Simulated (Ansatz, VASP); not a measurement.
## Cross-check of InP between VASP and Ansatz

Wanted: the spread between two codes on one cell, functional and k mesh. The structure shown is the end of the Ansatz relaxation below.

Main program and level: Ansatz 0.2.0; plane waves, with VASP 6.6.1 beside it; single point at PBEsol.

## 1. The starting structure

The structure is cubic, space group F-43m (No. 216). Conventional cell: a = 5.879 Å, b = 5.879 Å, c = 5.879 Å, α = 90.00°, β = 90.00°, γ = 90.00°. Nearest to In lie 4 P at 2.55 Å. Nearest to P lie 4 In at 2.55 Å. Farther neighbours are not listed.

## 2. Ansatz: relaxation, PBEsol

Ansatz runs on its PAW soft_1 files.

This run makes the geometry at which the two programs are then compared.

input.yaml reads:

```yaml
crystal:
  lattice:
    - [4.156834, 0.0, 0.0]
    - [-2.078417, 3.5999238433, 0.0]
    - [0.0, 0.0, 10.182122]
  atoms:
    - { symbol: In, position: [0.0, 0.0, 0.0] }
    - { symbol: In, position: [0.3333333, 0.6666667, 0.3333333] }
    - { symbol: In, position: [0.6666667, 0.3333333, 0.6666667] }
    - { symbol: P, position: [0.0, 0.0, 0.75] }
    - { symbol: P, position: [0.3333333, 0.6666667, 0.0833333] }
    - { symbol: P, position: [0.6666667, 0.3333333, 0.4166667] }
kpoints:
  mp_grid: { grid: [8, 8, 3] }
scf:
  occupations: { method: fermi_dirac, width: 0.02 }
hamiltonian:
  xc: pbesol
  pseudopotentials: { kind: paw, azcp: { folder: soft_1 }, xc_functional: pbe }
basis:
  ecutwfc: 600
output:
  forces: true
  stress: true
relax:
  f_tol: 0.005
  max_steps: 70
  cell: { stress_tol: 0.02, p_target: 0, fix: [a, b, alpha, beta, gamma] }
```

Command:

```bash
ansatz run input.yaml --threads 8 --pin off --max-ram 18432MiB --backend cpu --events-out ev --progress --plain --runs-dir out
```

Numbers of over 12 decimals in the logs are rounded to 6 here.

What it wrote:

```text
Engine: ansatz 0.2.0, aarch64-unknown-linux-gnu
Pseudopotentials: kind: paw
Pseudopotential: In, paw, valence charge 13, recommended cutoff 420 eV (normal), soft_1/In.paw.azcp
Pseudopotential: P, paw, valence charge 5, recommended cutoff 420 eV (normal), soft_1/P.paw.azcp
Functional definition: PBEsol
  exchange = pbesol_x
  correlation = pbesol_c
Crystal: 6 atoms, lattice volume = 152.368 Å³
Basis set: ecut = 600 eV, 5063 PW (Γ), exchange–correlation on 72×72×180 points (8 copies of the dense FFT grid, shifted against one another)
Bands: 33, of which v1, the nominal top of the filled ones, is band 27 counted from 1 (26 counted from 0)
Symmetry: 18 space group operations
Space group: F-43m (ITA 216), of the structure as read, at distance tolerance 5.3e-5 Å
k-points: 25 of 192 (time reversal used)
Non-local potential: In, projectors of the file, l = 0: 2, l = 1: 2, l = 2: 2, l = 3: 1
Non-local potential: P, projectors of the file, l = 0: 2, l = 1: 2, l = 2: 1
PAW form: soft (Blöchl's): semilocal exchange-correlation on the pseudo side does not see the compensation charge
PAW frozen core: In, regenerated for the run's functional, and the local potential with it (the file was generated under x = pbe(κ = 0.804, μ = 0.219515), c = pbe(β = 0.066725))
PAW frozen core: P, regenerated for the run's functional, and the local potential with it (the file was generated under x = pbe(κ = 0.804, μ = 0.219515), c = pbe(β = 0.066725))
PAW one-centre angular grid: In, 590 points (default); XC on 64 Gauss nodes
PAW one-centre angular grid: P, 110 points (default); XC on 64 Gauss nodes
Initial density: superposition of atomic densities (chi_scale 0.1, normalization cell, long waves kept (reshape's long-wave potential 0.00 eV rms))
Initial wavefunctions: pseudopotential atomic-orbital guess
Functional: x = pbesol(κ = 0.804, μ = 0.123457), c = pbesol(β = 0.046)
SCF iter   1: F=—  HF=-18798.426138 eV  |F-HF|=—  |Δ(HF+E_count)|=         —  Δρ=3.27e-2  dr2=2.28e0  ethr=3.10e-3  ⟨swp⟩=9.2  Hψ=4184  notcnv=0
preconditioner: auto → Resta (q_TF=auto, 2.295 Å⁻¹)  ε∞=3.9  [insulator: Δε(μ)=0.861 eV  Ē_g=12.938 eV  σ=0.020 eV  W_gap=1.00  n_scr=36 (ndim 8)  ℏωp=22.1 eV  f_vac=0.000  D(μ)=0.00/eV (n_scr^D=0)  ε∞_Penn≈3.9]
SCF iter   2: F=—  HF=-18797.865981 eV  |F-HF|=—  |Δ(HF+E_count)|=   5.60e-1  Δρ=1.76e-2  dr2=4.65e-1  ethr=3.10e-3  ⟨swp⟩=3.3  Hψ=1377  notcnv=0  defer=42
SCF iter   3: F=—  HF=-18797.781641 eV  |F-HF|=—  |Δ(HF+E_count)|=   8.43e-2  Δρ=4.07e-3  dr2=2.95e-2  ethr=8.62e-4  ⟨swp⟩=2.4  Hψ=1087  notcnv=0  defer=42
SCF iter   4: F=—  HF=-18797.782755 eV  |F-HF|=—  |Δ(HF+E_count)|=   1.11e-3  Δρ=8.54e-4  dr2=1.74e-3  ethr=5.47e-5  ⟨swp⟩=3.6  Hψ=1542  notcnv=0  defer=42
SCF iter   5: F=—  HF=-18797.783839 eV  |F-HF|=—  |Δ(HF+E_count)|=   1.08e-3  Δρ=3.34e-4  dr2=1.82e-4  ethr=3.22e-6  ⟨swp⟩=2.0  Hψ=1458  notcnv=0  defer=42
SCF iter   6: F=—  HF=-18797.784030 eV  |F-HF|=—  |Δ(HF+E_count)|=   1.91e-4  Δρ=3.31e-5  dr2=1.11e-6  ethr=3.37e-7  ⟨swp⟩=3.0  Hψ=1496  notcnv=0  defer=42
SCF iter   7: F=—  HF=-18797.784010 eV  |F-HF|=—  |Δ(HF+E_count)|=   1.98e-5  Δρ=4.45e-6  dr2=2.60e-8  ethr=1.85e-10  ⟨swp⟩=6.7  Hψ=3471  notcnv=0
SCF iter   8: F=-18797.784010 eV  HF=-18797.784010 eV  |F-HF|=2.15e-9  |Δ(HF+E_count)|=   5.14e-8  Δρ=8.02e-7  dr2=1.45e-9  ethr=4.82e-11  ⟨swp⟩=2.0  Hψ=2639  notcnv=0
SCF 1 converged in 8 iterations: F = -18797.784010 eV  dr2 = 1.45e-9
  greatest PAW one-centre occupation: 0.981 electrons in one spin orbital (limit 2), on the In atom at site 2 (counted from 0), in its partial waves of l = 2
relax step   1: F+E_penalty+E_count = -18797.78401048 eV  Δ(F+E_penalty+E_count) = +0.000e0 eV  max|allowed force component| = 2.620e-4 eV/Å  Δτ_max = 0.0000 Å  P = +0.002 GPa  Ω = 152.368 Å³  fix = [a, b, alpha, beta, gamma]  reactions: a +0.008, b +0.008 GPa  (8 SCF iters, dr2 threshold 1.00e-7 eV, accepted)
Initial density: handed on by an earlier stage of this run
Initial wavefunctions: pseudopotential atomic-orbital guess (no wavefunctions were taken with the density)
iter 1 solved again at ethr=5.59e-7 eV; its pass at ethr=3.10e-3 eV (dr2=3.02e-4 eV) is discarded
SCF iter   1: F=—  HF=-18797.784031 eV  |F-HF|=—  |Δ(HF+E_count)|=         —  Δρ=1.16e-6  dr2=2.41e-9  ethr=5.59e-7  ⟨swp⟩=4.0  Hψ=7104  notcnv=0
eigensolver tolerance schedule: the retry pair's looser diagonalisation over-reported the residual by 125316.58 of it (diagonalisation noise at an unbounded share of the residual, at the tolerance the schedule requests for it); recorded, not acted on — ethr = c·dr2/N_el stays at c = 1.0e-1
preconditioner: auto → Resta (q_TF=auto, 2.295 Å⁻¹)  ε∞=3.8  [insulator: Δε(μ)=0.565 eV  Ē_g=13.170 eV  σ=0.020 eV  W_gap=1.00  n_scr=36 (ndim 8)  ℏωp=22.1 eV  f_vac=0.011  D(μ)=0.00/eV (n_scr^D=0)  ε∞_Penn≈3.8]
SCF iter   2: F=—  HF=-18797.784010 eV  |F-HF|=—  |Δ(HF+E_count)|=   2.05e-5  Δρ=8.95e-7  dr2=1.41e-9  ethr=4.46e-12  ⟨swp⟩=4.9  Hψ=2500  notcnv=0
SCF iter   3: F=—  HF=-18797.784010 eV  |F-HF|=—  |Δ(HF+E_count)|=  3.09e-10  Δρ=5.68e-7  dr2=6.31e-10  ethr=2.62e-12  ⟨swp⟩=1.2  Hψ=852  notcnv=0
SCF iter   4: F=—  HF=-18797.784010 eV  |F-HF|=—  |Δ(HF+E_count)|=  7.24e-10  Δρ=3.37e-7  dr2=1.74e-10  ethr=1.17e-12  ⟨swp⟩=3.0  Hψ=1541  notcnv=0
SCF iter   5: F=—  HF=-18797.784010 eV  |F-HF|=—  |Δ(HF+E_count)|=  3.27e-11  Δρ=2.01e-7  dr2=5.45e-11  ethr=1.00e-12  ⟨swp⟩=1.0  Hψ=825  notcnv=0
SCF iter   6: F=—  HF=-18797.784010 eV  |F-HF|=—  |Δ(HF+E_count)|=  2.18e-11  Δρ=1.03e-7  dr2=1.47e-11  ethr=1.00e-12  ⟨swp⟩=1.0  Hψ=825  notcnv=0
SCF iter   7: F=-18797.784010 eV  HF=-18797.784010 eV  |F-HF|=3.64e-12  |Δ(HF+E_count)|=  3.64e-12  Δρ=3.42e-8  dr2=1.46e-12  ethr=1.00e-12  ⟨swp⟩=6.9  Hψ=3562  notcnv=0
SCF 2 converged in 7 iterations: F = -18797.784010 eV  dr2 = 1.46e-12
relax step   2: F+E_penalty+E_count = -18797.78401048 eV  Δ(F+E_penalty+E_count) = -2.801e-10 eV  max|allowed force component| = 2.621e-4 eV/Å  Δτ_max = 0.0000 Å  P = +0.002 GPa  Ω = 152.368 Å³  fix = [a, b, alpha, beta, gamma]  reactions: a +0.008, b +0.008 GPa  stress off target by 1.10e-2 GPa on what of the cell is left free  SCF on the basis re-selected at this cell (its energy is not comparable with the rows above)  (7 SCF iters)
basis re-selected at this cell: Δ(F+E_penalty+E_count) = -2.801e-10 eV, ΔP = -0.000 GPa vs the last step (what re-selecting the basis moved, of the pressure what is left beyond the Pulay correction that the steps carried, after the strain that the cell walked since its last selection, with what the two solves' SCF thresholds leave and, on support functions, any second-order correction that the steps lacked; it is no  [...]
SCF converged after 7 iterations
Free energy (F): -18797.784010 eV
Harris-Foulkes:  -18797.784010 eV  (|F-HF|=3.64e-12)
Internal energy: -18797.784010 eV  (E = F + TS)
E sigma→0 (E₀):  -18797.784010 eV
Fermi energy:    7.105860 eV
--- Per-component energies (eV) ---
  E_band       = -164.880090
  E_kinetic    = 862.376378
  E_local      = -4012.363278  (includes V_loc(G=0)·N_el)
  E_nonlocal   = 1083.145429
  E_hartree    = 1605.208268
  E_xc         = -640.103067
  E_vxc        = -450.400521  (∫ρ·V_xc dr)
  E_paw        = -14045.764429  (= ΣΔE_a)
  E_vpaw       = -858.054433  (= ΣTr[D̂ρ^β])
  E_aug_tail   = -0.000182  (compensation charges beyond the density's cutoff)
  E_ewald      = -3651.129128
  E_core_change = 0.845999  (= ΣΔE_core)
  E_smearing   = -0.000000  (= −TS)
  E_closure    = -0.000000  (closes the sum)
  Σ components = -18797.784010   (vs F -18797.784010, Δ=0.00e0)
--- Forces (eV/Å), atoms counted from 1 ---
  atom   1  In     0.00000000    -0.00000000    -0.00026217
  atom   2  In    -0.00000000    -0.00000000    -0.00026217
  atom   3  In    -0.00000000    -0.00000000    -0.00026217
  atom   4  P     -0.00000000     0.00000000     0.00026213
  atom   5  P     -0.00000000     0.00000000     0.00026213
  atom   6  P      0.00000000     0.00000000     0.00026213
  max |Σ_I F_I| component: 1.15e-7 eV/Å
--- Stress (GPa, compression-positive) ---
        0.008456       0.000000      -0.000000
        0.000000       0.008456      -0.000000
       -0.000000      -0.000000      -0.011027
  P = ⅓ Tr σ = 0.0020 GPa (0.020 kbar)
--- Relaxed structure (1 steps of the walk, 1 accepted, 1 SCFs on fresh bases) ---
  F+E_penalty+E_count = -18797.78401048 eV   max|allowed force component| = 2.621e-4 eV/Å   (the final SCF, on the basis selected at the relaxed cell)
  cell:  # Å, volume = 152.3682 Å³
    - [4.156834, 0.0, 0.0]
    - [-2.078417, 3.599924, 0.0]
    - [0.0, 0.0, 10.182122]
  atoms:
    - { symbol: In, position: [0.0, 0.0, 0.0] }
    - { symbol: In, position: [0.333333, 0.666667, 0.333333] }
    - { symbol: In, position: [0.666667, 0.333333, 0.666667] }
    - { symbol: P, position: [0.0, 0.0, 0.75] }
    - { symbol: P, position: [0.333333, 0.666667, 0.083333] }
    - { symbol: P, position: [0.666667, 0.333333, 0.416667] }
```

## 3. VASP: single point, PBEsol, pair 1

The same cell, functional, mesh and smearing now go to VASP, with its own data sets.

Lines of VASP's logs that name or quote its potential files are left out, and so is its time.

INCAR reads:

```
SYSTEM = InP
PREC = Accurate
ENCUT = 500
EDIFF = 1E-06
NELM = 120
ISMEAR = -1
SIGMA = 0.02
LREAL = .FALSE.
ALGO = Normal
GGA = PS
NBANDS = 33
LORBIT = 11
LWAVE = .FALSE.
LCHARG = .FALSE.
ISIF = 2
LASPH = .TRUE.
GGA_COMPAT = .FALSE.
EFERMI = MIDGAP
KPAR = 2
```

POSCAR reads:

```
InP
1.0
    4.1568340000      0.0000000000      0.0000000000
   -2.0784170000      3.5999238433      0.0000000000
    0.0000000000      0.0000000000     10.1821220000
In P
3 3
Direct
    0.0000000000      0.0000000000      0.0000000000
    0.3333333333      0.6666666667      0.3333333333
    0.6666666667      0.3333333333      0.6666666667
    0.0000000000      0.0000000000      0.7500000000
    0.3333333333      0.6666666667      0.0833333333
    0.6666666667      0.3333333333      0.4166666667
```

KPOINTS reads:

```
Automatic mesh
0
Gamma
8 8 3
0 0 0
```

PAW data sets: In_d and P (PBE family, release 64).

Command:

```bash
mpirun -np 2 vasp_std
```

What it wrote:

```text
[banner, memory and clock lines left out]
running    2 mpi-ranks, on    1 nodes
 distrk:  each k-point on    1 cores,    2 groups
 distr:  one band on    1 cores,    1 groups

 POSCAR found type information on POSCAR InP
 POSCAR found :  2 types and       6 ions
|                                                                             |
|               ----> ADVICE to this user running VASP <----                  |
|                                                                             |
|     You enforced a specific xc type in the INCAR file but a different       |
|     [... a line on the potential file left out ...]
|     I HOPE YOU KNOW WHAT YOU ARE DOING!                                     |
|                                                                             |

 LDA part: xc-table for (Slater+PW92), standard interpolation
 POSCAR, INCAR and KPOINTS ok, starting setup
 FFT: planning ... GRIDC
 FFT: planning ... GRID_SOFT
 FFT: planning ... GRID
 WAVECAR not read
 entering main loop
       N       E                     dE             d eps       ncg     rms          rms(c)
DAV:   1     0.485582057513E+03    0.48558E+03   -0.24096E+04  1650   0.182E+03
DAV:   2     0.291449929793E+02   -0.45644E+03   -0.44824E+03  1667   0.444E+02
DAV:   3    -0.259309057085E+02   -0.55076E+02   -0.54332E+02  2040   0.175E+02
DAV:   4    -0.285347966110E+02   -0.26039E+01   -0.25959E+01  2028   0.385E+01
DAV:   5    -0.286703473070E+02   -0.13555E+00   -0.13552E+00  2604   0.787E+00    0.956E+00
DAV:   6    -0.275588623640E+02    0.11115E+01   -0.25203E+00  2229   0.194E+01    0.535E+00
DAV:   7    -0.274815449770E+02    0.77317E-01   -0.10154E+00  2602   0.580E+00    0.166E+00
DAV:   8    -0.274683187880E+02    0.13226E-01   -0.16132E-01  2309   0.407E+00    0.725E-01
DAV:   9    -0.274669786919E+02    0.13401E-02   -0.17944E-02  2403   0.181E+00    0.272E-01
DAV:  10    -0.274672209549E+02   -0.24226E-03   -0.13985E-03  2486   0.310E-01    0.158E-01
DAV:  11    -0.274672819041E+02   -0.60949E-04   -0.46352E-04  2485   0.185E-01    0.128E-01
DAV:  12    -0.274672834599E+02   -0.15558E-05   -0.37715E-05  1886   0.367E-02    0.337E-02
DAV:  13    -0.274672860092E+02   -0.25493E-05   -0.10184E-05  2151   0.134E-02    0.702E-03
DAV:  14    -0.274672855473E+02    0.46189E-06   -0.32165E-06  1413   0.983E-03
   1 F= -.27467286E+02 E0= -.27467286E+02  d E =-.772204E-08
```

From OUTCAR (step 3):

```text
ion  position               nearest neighbor table
   1  0.000  0.000  0.000-   4 2.55   5 2.55   5 2.55   5 2.55
   2  0.333  0.667  0.333-   5 2.55   6 2.55   6 2.55   6 2.55
   3  0.667  0.333  0.667-   6 2.55   4 2.55   4 2.55   4 2.55
   4  0.000  0.000  0.750-   1 2.55   3 2.55   3 2.55   3 2.55
   5  0.333  0.667  0.083-   2 2.55   1 2.55   1 2.55   1 2.55
   6  0.667  0.333  0.417-   3 2.55   2 2.55   2 2.55   2 2.55

  LATTYP: Found a hexagonal cell.
 ALAT       =     4.1568340000
 C/A-ratio  =     2.4494896837

 Subroutine GETGRP returns: Found  6 space group operations
 (whereof  6 operations were pure point group operations)

The static configuration has the point symmetry C_3v.

 Found     25 irreducible k-points:

   k-points           NKPTS =     25   k-points in BZ     NKDIM =     25   number of bands    NBANDS=     33

   dimension x,y,z NGX =    30 NGY =   30 NGZ =   80
   dimension x,y,z NGXF=    60 NGYF=   60 NGZF=  160

   ENCUT  =  500.0 eV  36.75 Ry    6.06 a.u.   7.58  7.58 18.56*2*pi/ulx,y,z

   NELECT =      54.0000    total number of electrons

 k-points in reciprocal lattice and weights: Automatic mesh
   0.00000000  0.00000000  0.00000000       0.005
   0.12500000  0.00000000  0.00000000       0.031
   0.25000000  0.00000000  0.00000000       0.031
   0.37500000  0.00000000  0.00000000       0.031
   0.50000000  0.00000000  0.00000000       0.016
   0.12500000  0.12500000  0.00000000       0.031
   0.25000000  0.12500000  0.00000000       0.062
   0.37500000  0.12500000  0.00000000       0.062
   0.25000000  0.25000000  0.00000000       0.031
[...]
0.25000000  0.25000000  0.33333333       0.062
   0.37500000  0.25000000  0.33333333       0.062

 average (electrostatic) potential at core
       1 -95.5796       2 -95.5796       3 -95.5796       4 -82.8443       5 -82.8443
       6 -82.8443

 E-fermi :   5.2874

 k-point     1 :       0.0000    0.0000    0.0000
  band No.  band energies     occupation
    ...
     23       4.2156      2.00000
     24       4.2156      2.00000
     25       4.9930      2.00000
     26       4.9932      2.00000
     27       4.9932      2.00000
     28       5.5597      0.00000
     29       6.5294      0.00000
     30       6.5294      0.00000
     31       9.0097      0.00000
     32       9.0099      0.00000
    ...

 k-point     2 :       0.1250    0.0000    0.0000
  band No.  band energies     occupation
    ...
     23       3.5782      2.00000
     24       3.7859      2.00000
     25       4.2463      2.00000
     26       4.7267      2.00000
     27       4.8115      2.00000
     28       6.5863      0.00000
     29       7.3439      0.00000
     30       7.3534      0.00000
     31       8.8689      0.00000
     32       9.1884      0.00000
    ...

 k-point     3 :       0.2500    0.0000    0.0000
  band No.  band energies     occupation
    ...
     23       2.7153      2.00000
     24       3.2346      2.00000
     25       3.9653      2.00000
     26       4.2096      2.00000
     27       4.2919      2.00000
     28       7.1547      0.00000
     29       7.4106      0.00000
     30       7.9023      0.00000
     31       8.5509      0.00000
     32       8.9528      0.00000
    ...

  Total       -0.0237336     -0.0237336     -0.0401724      0.0000000     -0.0000000      0.0000000
  in kB       -0.2495624     -0.2495624     -0.4224200      0.0000000     -0.0000000      0.0000000
  external PRESSURE =      -0.3071816 kB  Pullay stress =       0.0000000 kB

  energy-cutoff  :      500.00
  volume of cell :      152.37
      direct lattice vectors                 reciprocal lattice vectors
     4.156834000  0.000000000  0.000000000     0.240567701  0.138891827  0.000000000
    -2.078417000  3.599923843  0.000000000     0.000000000  0.277783654  0.000000000
     0.000000000  0.000000000 10.182122000     0.000000000  0.000000000  0.098211355

 POSITION                                       TOTAL-FORCE (eV/Angst)
 -----------------------------------------------------------------------------------
      0.00000      0.00000      0.00000         0.000000      0.000000     -0.000271
     -0.00000      2.39995      3.39404         0.000000      0.000000     -0.000271
      2.07842      1.19997      6.78808        -0.000000      0.000000     -0.000271
      0.00000      0.00000      7.63659        -0.000000      0.000000      0.000271
     -0.00000      2.39995      0.84851         0.000000     -0.000000      0.000271
      2.07842      1.19997      4.24255        -0.000000     -0.000000      0.000271
 -----------------------------------------------------------------------------------
    total drift:                                0.000001      0.000001      0.000055

  FREE ENERGIE OF THE ION-ELECTRON SYSTEM (eV)
  ---------------------------------------------------
  free  energy   TOTEN  =       -27.4672855473 eV

  energy  without entropy=      -27.4672855396  energy(sigma->0) =      -27.46728554

 total charge
# of ion       s       p       d       tot
------------------------------------------
    1        0.829   0.766   9.899  11.494
    2        0.829   0.766   9.899  11.494
    3        0.829   0.766   9.899  11.494
    4        1.029   1.473   0.000   2.502
    5        1.029   1.473   0.000   2.502
    6        1.029   1.473   0.000   2.502
--------------------------------------------------
tot          5.574   6.716  29.697  41.988

[... 3 further parts left out ...]
```

The run ends at a pressure of -0.03 GPa, with forces up to 2.7e-4 eV/Å.

## 4. Comparison

Known differences besides the potentials themselves: the cutoff is 600 eV in Ansatz and 500 eV in VASP; Ansatz makes its cores anew for this functional, VASP keeps those of its PBE data sets; Ansatz's pressure holds a Pulay correction, VASP's none. Total energies have different zeros and are not compared.

Both answers:

```csv
quantity,Ansatz,VASP,difference
pressure (GPa),0.00,-0.03,+0.03
gap on the k mesh (eV),0.565,0.567,-0.001
```

A gap on the mesh is an upper bound, since the band edges may lie between its points.

## 5. Ansatz: relaxation, PBEsol

This run makes the geometry at which the two programs are then compared. The cell compared in this pair holds 150.29 Å³, against 152.37 Å³ for the pair before.

The structure compared here is the end of the Ansatz relaxation.

Changes to input.yaml since step 2:

```diff
@@ -2,5 +2,5 @@
   lattice:
-    - [4.156834, 0.0, 0.0]
-    - [-2.078417, 3.5999238433, 0.0]
-    - [0.0, 0.0, 10.182122]
+    - [4.11526566, 0.0, 0.0]
+    - [-2.05763283, 3.5639246049, 0.0]
+    - [0.0, 0.0, 10.243214732]
   atoms:
@@ -24,2 +24,6 @@
   stress: true
+  write_density: true
+  write_potential: true
+  elf: true
+  volumetric_format: npy
 relax:
```

Command:

```bash
ansatz run input.yaml --threads 8 --pin off --max-ram 18432MiB --backend cpu --events-out ev --progress --plain --runs-dir out
```

What it wrote:

```text
[...]
Crystal: 6 atoms, lattice volume = 150.232 Å³
Basis set: ecut = 600 eV, 4955 PW (Γ), exchange–correlation on 72×72×180 points (8 copies of the dense FFT grid, shifted against one another)
Bands: 33, of which v1, the nominal top of the filled ones, is band 27 counted from 1 (26 counted from 0)
Symmetry: 18 space group operations
[...]
cell:  # Å, volume = 150.2872 Å³
    - [4.115266, 0, 0]
    - [-2.057633, 3.563925, 0]
    - [0, 0, 10.246972]
  atoms:
    - { symbol: In, position: [0, 0, -0.00097585] }
    - { symbol: In, position: [0.333333, 0.666667, 0.332357] }
    - { symbol: In, position: [0.666667, 0.333333, 0.665691] }
    - { symbol: P, position: [0, 0, 0.750976] }
    - { symbol: P, position: [0.333333, 0.666667, 0.084309] }
    - { symbol: P, position: [0.666667, 0.333333, 0.417643] }
[key lines of the parts left out:]
SCF converged after 6 iterations
Free energy (F): -18797.770327 eV
Fermi energy:    7.329551 eV
P = ⅓ Tr σ = 0.9458 GPa (9.458 kbar)
```

(Continued in part 2 of 2.)

[Lines on the potential files, build, host, timing and source positions are cut from VASP's logs without a mark.]

[Logs are printed without paths, hosts, clocks, repeated set-up lines and the standing remarks that a program may print on its own settings, such as how far it seeks lower states.]

[Hosts, paths, dates, database ids (printed as entryN), source tags and the programs' standing remarks are cut or masked in the printed files.]
